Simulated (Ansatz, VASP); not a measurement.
Two plane-wave programs on Cs

The input INCAR:

```
SYSTEM = Cs
ALGO = Normal
EDIFF = 1E-6
ENCUT = 520
GGA = CA
ISIF = 2
ISMEAR = -1
LASPH = .True.
LCHARG = .False.
LREAL = .False.
LWAVE = .False.
NBANDS = 10
NELM = 80
PREC = Accurate
SIGMA = 0.1
```

File KPOINTS:

```
k-points
0
Gamma
  13 13 13
  0 0 0
```

POSCAR

```
Cs
1.0
   -2.8050249905      2.8050249905      2.8050249905
    2.8050249905     -2.8050249905      2.8050249905
    2.8050249905      2.8050249905     -2.8050249905
Cs
1
Direct
    0.0000000000      0.0000000000      0.0000000000
```

Input for Ansatz:

```yaml
crystal:
  lattice:
    - [-2.8050249905, 2.8050249905, 2.8050249905]
    - [2.8050249905, -2.8050249905, 2.8050249905]
    - [2.8050249905, 2.8050249905, -2.8050249905]
  atoms:
    - { symbol: Cs, position: [0.0, 0.0, 0.0] }
hamiltonian:
  xc: lda
  pseudopotentials:
    kind: paw
    azcp:
      Cs: "pseudopotentials/Cs.paw.azcp"
basis:
  ecutwfc: 420
  fft_grid_basis: typed
kpoints:
  mp_grid: { grid: [13, 13, 13], shift: [0, 0, 0] }
magnetization:
  spin_polarized: false
scf:
  occupations: { method: fermi_dirac, width: 0.1 }
output:
  stress: true
```

Alike in both runs: task single point; functional LDA; k mesh 13 × 13 × 13; occupations fermi-dirac, width 0.1 eV; no spin polarisation.

```csv
,VASP,Ansatz
version,VASP 6.6.1,Ansatz 0.2.0
potentials or method,"VASP PAW LDA potentials, release 64 (Cs_sv)","plane waves (420 eV) with PAW, scalar-relativistic"
plane-wave cutoff (eV),520,420
valence electrons in the cell,9,9
```

|  | VASP | Ansatz | Ansatz less VASP |
| --- | --- | --- | --- |
| pressure (GPa) | 0.2 | 0.2 | +0.01 |

Ansatz warned: «pseudo_functional_mismatch».

Spin-orbit coupling is left out, which matters for the levels of Cs.
